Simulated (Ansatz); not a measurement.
Input and output for hcp In (11-20), 3 layers: DFT, PBE, norm-conserving pseudopotentials, Ansatz's default files, scalar-relativistic (Ansatz 0.2.0).

The slab is cut from a bulk crystal relaxed on PAW files (its atoms may have been relaxed since), whose type needn't be the stable one.

Command: `ansatz run input.yaml --threads 2 --pin off --max-ram 4096MiB --backend cpu --events-out ev --progress --plain --runs-dir out` It took 67 s on 2 threads of Arm Neoverse V1, with other jobs on the host, peak memory 1.9 GiB.

```yaml
crystal:
  lattice:
    - [5.8896467936, 0.0, 0.0]
    - [0.0, 5.5377386214, 0.0]
    - [0.0, 0.0, 19.4004]
  atoms:
    - { symbol: In, position: [0.3643148162, 0.75, 0.4149974065] }
    - { symbol: In, position: [0.6356851838, 0.25, 0.4149974065] }
    - { symbol: In, position: [0.8532181592, 0.75, 0.5000000007] }
    - { symbol: In, position: [0.1467818408, 0.25, 0.5000000007] }
    - { symbol: In, position: [0.3643147946, 0.75, 0.5850025928] }
    - { symbol: In, position: [0.6356852054, 0.25, 0.5850025928] }
kpoints:
  mp_grid: { grid: [6, 6, 1] }
scf:
  occupations: { method: fermi_dirac, width: 0.05 }
hamiltonian:
  xc: pbe
  pseudopotentials: { kind: nc }
output:
  forces: true
  stress: true
  eigenvalues: true
efield:
  axis: 3
  amplitude: 0
  dipole_correction: true
```

Output:

```
Engine: ansatz 0.2.0
Pseudopotentials: kind: nc
Pseudopotential: In, nc, valence charge 13, recommended cutoff 952.398519 eV (normal), In.nc.azcp
Functional definition: PBE
  parameter kappa = 0.804
  parameter beta = 0.06672455060314922
  exchange = pbe_x(kappa = kappa, mu = beta*pi^2/3)
  correlation = pbe_c(beta = beta)
Crystal: 6 atoms, lattice volume = 632.750 Å³
Basis set: ecut = 952.398519 eV, 42203 PW (Γ), exchange–correlation on 120×120×400 points (8 copies of the dense FFT grid, shifted against one another)
Bands: 47, of which v1, the nominal top of the filled ones, is band 39 counted from 1 (38 counted from 0)
Symmetry: 4 space group operations
k-points: 16 of 36
Non-local potential: In, projectors of the file, l = 0: 2, l = 1: 2, l = 2: 2, l = 3: 1
Initial density: superposition of atomic densities (neutral atoms: chi_scale 0, normalization atom)
Initial wavefunctions: pseudopotential atomic-orbital guess
Functional: x = pbe(κ = 0.804, μ = 0.2195149727645171), c = pbe(β = 0.06672455060314922)
iter 1 solved again at ethr=1.47e-3 eV; its pass at ethr=3.10e-3 eV (dr2=1.15e0 eV) is discarded
SCF iter   1: F=—  HF=-10844.604307 eV  |F-HF|=—  |Δ(HF+E_count)|=         —  Δρ=7.07e-3  dr2=1.17e0  ethr=1.47e-3  p=-0.000 e·Å  D=-9.51e-15 V/Å  ΔV_dip=0.00 eV  dr2_dipole=1.41e-12  V_vac-E_F(+/−)=4.78/4.78 eV  ⟨swp⟩=1.8  Hψ=3993  notcnv=0
efield: sawtooth ramp at fractional position 0.9500 (placed from the atoms, in the widest stretch of the axis that holds none; the zero of the levels goes with the place), width 0.1000; the density the first Hamiltonian is built on has a dipole p = -0.000 e·Å; the dipole correction subtracts the counter field D = -9.51e-15 V/Å, which shifts the + side's vacuum level by +0.00 eV against the − side's; the planar-averaged density in the ramp window peaks in size at 6.3e-9 e/Å³
preconditioner: auto → LDOS  [metal: Δε(μ)=0.069 eV  Ē_g=13.823 eV  σ=0.050 eV  W_gap=0.31  n_scr=74 (ndim 8)  ℏωp=13.0 eV  f_vac=0.624  D(μ)=3.41/eV (n_scr^D=6)  β→1.0]
SCF iter   2: F=—  HF=-10844.335555 eV  |F-HF|=—  |Δ(HF+E_count)|=   2.69e-1  Δρ=4.40e-3  dr2=8.42e-2  ethr=1.47e-3  p=-0.000 e·Å  D=-9.95e-8 V/Å  ΔV_dip=0.00 eV  dr2_dipole=6.31e-11  V_vac-E_F(+/−)=3.89/3.89 eV  ⟨swp⟩=3.4  Hψ=1793  notcnv=0
SCF iter   3: F=—  HF=-10844.323885 eV  |F-HF|=—  |Δ(HF+E_count)|=   1.17e-2  Δρ=1.95e-3  dr2=2.75e-2  ethr=1.08e-4  p=-0.000 e·Å  D=-2.20e-7 V/Å  ΔV_dip=0.00 eV  dr2_dipole=4.72e-11  V_vac-E_F(+/−)=3.91/3.91 eV  ⟨swp⟩=2.1  Hψ=1615  notcnv=0  defer=12
SCF iter   4: F=—  HF=-10844.318602 eV  |F-HF|=—  |Δ(HF+E_count)|=   5.28e-3  Δρ=5.96e-4  dr2=2.06e-3  ethr=3.52e-5  p=-0.000 e·Å  D=-8.36e-9 V/Å  ΔV_dip=0.00 eV  dr2_dipole=3.82e-12  V_vac-E_F(+/−)=3.89/3.89 eV  ⟨swp⟩=2.0  Hψ=1392  notcnv=0  defer=12
SCF iter   5: F=—  HF=-10844.318109 eV  |F-HF|=—  |Δ(HF+E_count)|=   4.93e-4  Δρ=1.11e-4  dr2=2.19e-4  ethr=2.65e-6  p=0.000 e·Å  D=6.96e-8 V/Å  ΔV_dip=-0.00 eV  dr2_dipole=2.53e-15  V_vac-E_F(+/−)=3.87/3.87 eV  ⟨swp⟩=3.4  Hψ=1404  notcnv=0  defer=12
SCF iter   6: F=—  HF=-10844.318096 eV  |F-HF|=—  |Δ(HF+E_count)|=   1.30e-5  Δρ=3.39e-5  dr2=1.12e-5  ethr=2.81e-7  p=0.000 e·Å  D=5.60e-8 V/Å  ΔV_dip=-0.00 eV  dr2_dipole=2.30e-14  V_vac-E_F(+/−)=3.86/3.86 eV  ⟨swp⟩=3.0  Hψ=1413  notcnv=0  defer=12
SCF iter   7: F=—  HF=-10844.317559 eV  |F-HF|=—  |Δ(HF+E_count)|=   5.37e-4  Δρ=7.54e-6  dr2=5.14e-7  ethr=1.43e-8  p=0.000 e·Å  D=2.07e-8 V/Å  ΔV_dip=-0.00 eV  dr2_dipole=2.01e-13  V_vac-E_F(+/−)=3.86/3.86 eV  ⟨swp⟩=3.9  Hψ=1693  notcnv=0  defer=12
SCF iter   8: F=-10844.317559 eV  HF=-10844.317559 eV  |F-HF|=3.37e-8  |Δ(HF+E_count)|=   1.44e-7  Δρ=2.60e-6  dr2=5.90e-8  ethr=1.28e-10  p=-0.000 e·Å  D=-7.23e-9 V/Å  ΔV_dip=0.00 eV  dr2_dipole=1.65e-14  V_vac-E_F(+/−)=3.86/3.86 eV  ⟨swp⟩=16.8  Hψ=5529  notcnv=0
SCF 1 converged in 8 iterations: F = -10844.317559 eV  dr2 = 5.90e-8
SCF converged after 8 iterations
Free energy (F): -10844.317559 eV
Harris-Foulkes:  -10844.317559 eV  (|F-HF|=3.37e-8)
Internal energy: -10844.283460 eV  (E = F + TS)
E sigma→0 (E₀):  -10844.300509 eV
Entropy (-TS):   -0.034099 eV (-5.683 meV/atom)
Fermi energy:    -0.235599 eV
Dipole field:    D = 0.000000 V/Å  (p = 0.000000 e·Å, saw-weighted, corrected)
Work function:   Φ+ = 3.8615 eV   Φ− = 3.8615 eV
Levels:          The Fermi level and band energies are counted from a zero that moves with the ramp; work functions are not
--- Per-component energies (eV) ---
  E_band       = -956.595453
  E_kinetic    = 6814.861731
  E_local      = -38469.741661  (includes V_loc(G=0)·N_el)
  E_nonlocal   = -2409.689577
  E_hartree    = 17493.763221
  E_xc         = -3264.437117
  E_vxc        = -1879.531877  (∫ρ·V_xc dr)
  E_efield     = 0.000000  (sawtooth field / dipole correction)
  E_vefield    = -0.000000  (∫n·V_field dr)
  E_ewald      = 8990.959943
  E_smearing   = -0.034099  (= −TS)
  E_closure    = -0.000000  (closes the sum)
  Σ components = -10844.317559   (vs F -10844.317559, Δ=0.00e0)
--- Forces (eV/Å), atoms counted from 1 ---
  atom   1  In     0.00408474     0.00000000    -0.00409286
  atom   2  In    -0.00408474     0.00000000    -0.00409286
  atom   3  In    -0.00192688     0.00000000     0.00000032
  atom   4  In     0.00192688     0.00000000     0.00000032
  atom   5  In     0.00408466     0.00000000     0.00409299
  atom   6  In    -0.00408466     0.00000000     0.00409299
  max |Σ_I F_I| component: 9.13e-7 eV/Å
--- Stress (GPa, compression-positive) ---
       -0.901525       0.000000       0.000000
        0.000000      -0.666394       0.000000
        0.000000       0.000000       0.006890
  P = ⅓ Tr σ = -0.5203 GPa (-5.203 kbar)
--- Band table (eV; the first three rows and the last of 16) ---
  k-point 0: bands = ["-15.0092", "-14.9892", "-14.9498", "-14.9247", "-14.9217", "-14.9155", "-14.9125", "-14.9067", "-14.8859", "-14.8726", "-14.8585", "-14.8492", "-14.8365", "-14.8309", "-14.8222", "-14.8114", "-14.8059", "-14.7963", "-14.7600", "-14.7584", "-14.7522", "-14.7476", "-14.7262", "-14.7096", "-14.6936", "-14.6901", "-14.6805", "-14.6572", "-14.6322", "-14.6013", "-8.5501", "-5.9164", "-4.1416", "-4.0920", "-3.6167", "-2.5120", "-2.3158", "-1.4558", "-0.0510", "0.1513", "0.9316", "0.9469", "1.0942", "1.4009", "1.6712", "1.9885", "2.1719"]
  k-point 1: bands = ["-15.0070", "-14.9891", "-14.9487", "-14.9289", "-14.9167", "-14.9159", "-14.9102", "-14.9060", "-14.8959", "-14.8924", "-14.8738", "-14.8694", "-14.8533", "-14.8480", "-14.8108", "-14.8074", "-14.7887", "-14.7689", "-14.7568", "-14.7555", "-14.7533", "-14.7441", "-14.7316", "-14.7001", "-14.6864", "-14.6738", "-14.6550", "-14.6502", "-14.6498", "-14.6152", "-8.4048", "-5.7780", "-4.9185", "-3.9998", "-3.7913", "-2.8034", "-1.3822", "-1.1092", "-0.2718", "-0.2043", "0.0946", "0.3077", "1.3790", "1.4830", "2.0529", "3.0773", "3.2930"]
  k-point 2: bands = ["-15.0045", "-14.9997", "-14.9590", "-14.9380", "-14.9315", "-14.9115", "-14.9098", "-14.9029", "-14.8985", "-14.8974", "-14.8956", "-14.8868", "-14.8528", "-14.8386", "-14.8067", "-14.7948", "-14.7906", "-14.7713", "-14.7649", "-14.7517", "-14.7442", "-14.7238", "-14.7134", "-14.7084", "-14.6895", "-14.6654", "-14.6518", "-14.6472", "-14.6326", "-14.6107", "-7.9665", "-6.2016", "-5.3640", "-3.7748", "-3.5985", "-3.4466", "-1.5685", "-1.4438", "-0.5170", "-0.0278", "0.6784", "0.7652", "0.9807", "1.3730", "2.3970", "2.4956", "3.6870"]
  k-point 15: bands = ["-14.9868", "-14.9868", "-14.9750", "-14.9750", "-14.9670", "-14.9670", "-14.9515", "-14.9515", "-14.9056", "-14.9056", "-14.8854", "-14.8854", "-14.8267", "-14.8267", "-14.7888", "-14.7888", "-14.7626", "-14.7626", "-14.7320", "-14.7320", "-14.7219", "-14.7219", "-14.6798", "-14.6798", "-14.6733", "-14.6733", "-14.6442", "-14.6442", "-14.6387", "-14.6387", "-6.3722", "-6.3722", "-5.7063", "-5.7063", "-4.3812", "-4.3812", "-1.3752", "-1.3752", "-0.4518", "-0.4518", "1.6806", "1.6806", "3.1177", "3.1177", "3.4413", "3.4413", "4.2325"]
```

The norm-conserving files are those that the library serves for this functional. The cell is 1×1, so reconstructions are forbidden.
